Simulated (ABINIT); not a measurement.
PbF2 (Fluorocronite), 3 atoms in the cell. Symmetry: Fm-3m, No. 225, cubic system. The conventional cell has a = 5.927 Å, b = 5.927 Å, c = 5.927 Å, α = 90.00°, β = 90.00°, γ = 90.00°. Pb (site symmetry m-3m) has 8 F at 2.57 Å as nearest neighbours. F (site symmetry -43m) is surrounded by 4 Pb at 2.57 Å. 

```yaml
Program: ABINIT 10.8.3 (patched build)
Task: band structure
Functional: SOGGA
Potentials_or_basis: JTH PAW PBE v2.0
Cutoff: 626 eV
k_mesh: 8 × 8 × 8
Occupations: fermi-dirac, width 0.05 eV
Spin: no spin polarisation
Fine-grid_cutoff: 1224.51 eV
Exchange_and_correlation_inside_the_PAW_spheres: full angular mesh (pawxcdev 0, this build's default; the released program takes 1)
```

Potentials or basis: JTH PAW PBE v2.0.

Launch:

```bash
$ abinit run.abi > log 2>&1
```

Hardware: 1 thread of Arm Neoverse V2, on a shared host.

Task: How long does it take, and how much memory?

Result: It took 2.8 min on 1 thread of Arm Neoverse V2, with other jobs on the host, peak memory 0.16 GiB. Counts: scf iterations 26, mpi ranks 1, k points 29, bands 18, plane waves 1880.
